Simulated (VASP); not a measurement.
Crystal: Si.

```
Si
1.0
     1.44356   -2.32682    0.00000
     1.44356    2.32682    0.00000
     0.00000    0.00000    2.36462
Si
1
Direct
  0.00000 0.00000 0.00000
```

The cell was built by a generator and needn't be a form met in nature.

* Program: VASP 6.6.1
* Task: relaxation of cell and atoms
* Functional: PBE
* Potentials or basis: VASP PAW PBE potentials, release 64 (Si)
* Cutoff: 600 eV
* k mesh: 8 × 8 × 8
* Occupations: gaussian, width 0.1 eV
* Spin: no spin polarisation

At the start: pressure -2.1 GPa; volume 15.89 Å³/atom.

**Question.** Where does the relaxation end?

**Answer.** Over 13 steps the energy falls by 66.5 meV/atom and the volume is 15.17 Å³/atom (-4.5 %); space group P6/mmm (No. 191, to 0.05 Å).

Step by step:
| step | energy change (eV) | largest force (eV/Å) | pressure (GPa) | volume (Å³) |
| --- | --- | --- | --- | --- |
| 1 | 0.0000 | 0.0000 | -2.14 | 15.89 |
| 2 | -0.0415 | 0.0000 | -1.08 | 15.38 |
| 3 | -0.0422 | 0.0000 | 0.86 | 14.89 |
| 4 | -0.0454 | 0.0000 | 0.16 | 15.05 |
| 5 | -0.0469 | 0.0000 | -0.54 | 15.22 |
| 6 | -0.0516 | 0.0000 | 1.86 | 14.83 |
| 7 | -0.0580 | 0.0000 | 0.25 | 15.02 |
| 8 | -0.0580 | 0.0000 | 0.17 | 15.03 |
| 9 | -0.0655 | 0.0000 | 0.62 | 15.05 |
| 10 | -0.0656 | 0.0000 | 0.66 | 15.05 |
| 11 | -0.0665 | 0.0000 | -0.15 | 15.19 |
| 12 | -0.0665 | 0.0000 | -0.28 | 15.21 |
| 13 | -0.0665 | 0.0000 | -0.01 | 15.17 |

Final structure:
```cif
data_structure
_symmetry_space_group_name_H-M 'P 1'
_symmetry_Int_Tables_number 1
_cell_length_a 2.6706
_cell_length_b 2.6706
_cell_length_c 2.4564
_cell_angle_alpha 90.000
_cell_angle_beta 90.000
_cell_angle_gamma 120.047
_cell_volume 15.17
loop_
_atom_site_label
_atom_site_type_symbol
_atom_site_fract_x
_atom_site_fract_y
_atom_site_fract_z
_atom_site_occupancy
Si1 Si 0.00000 0.00000 0.00000 1
```
